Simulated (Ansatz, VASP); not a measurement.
SbS4 in VASP and in Ansatz

```
Sb S
1.0
     4.85059    0.00000    0.00000
     0.00000    4.85059    0.00000
     0.00000    0.00000    4.85059
Sb S
1 4
Direct
  0.00000 0.00000 0.00000
  0.28598 0.28598 0.28598
  0.71402 0.71402 0.28598
  0.28598 0.71402 0.71402
  0.71402 0.28598 0.71402
```

Change from the starting cell: species swapped into the SnI4 type (P-43m, No. 215).

Alike in both runs: functional PBE; k mesh 8 × 8 × 8; occupations gaussian, width 0.1 eV; no spin polarisation.

Ansatz relaxed the structure, and its values are those at the end. VASP's run is a single point on that final structure, the one shown.

```csv
,VASP,Ansatz
version,VASP 6.6.1,Ansatz 0.2.0
potentials or method,"VASP PAW PBE potentials, release 64 (Sb, S)","scalar-relativistic, plane waves, PAW"
plane-wave cutoff (eV),520,420
valence electrons in the cell,29,39
```

```tsv
	VASP	Ansatz	Ansatz less VASP
gap on the k mesh at the Fermi level (eV)	none	none	-
pressure (GPa)	0.0	0.0	+0.05
rms of the force components (eV/Å)	0.000	0.005	+0.0051
```

A gap of «none» marks a metal or a gap that the smearing closes. With one functional, cell and mesh, what is left measures potentials, basis and numerics. The two sets of potentials don't hold the same shells in valence.

Spin-orbit coupling is left out, which matters for the levels of Sb.
